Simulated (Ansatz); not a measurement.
System: chalcopyrite CuInS2. Method: PBE+SOC (Ansatz, a quantum-chemistry and plane-wave program, PAW).

Numerical settings: plane-wave cutoff 520 eV, 10×10×10 k mesh, Fermi–Dirac smearing 0.01 eV, PAW data made under PBE.

Equation-of-state points:

```
V (Å³/atom)  E − E_lowest (meV/atom)
-----------  -----------------------
20.950                          7.67
21.387                          1.85
21.823                          0.00
22.260                          1.69
22.696                          6.52
```

Question: What bulk modulus B0 and pressure derivative B′ does a third-order Birch–Murnaghan fit give?

Answer: V0 = 21.824 Å³/atom, B0 = 64.8 GPa, B′ = 4.9 (fit to the energies at full precision).

Shape and atoms are relaxed at each volume.

Note: the bulk modulus comes from volumes at which shape and atoms were relaxed.

The computed numbers hold no vibrational or temperature effects.
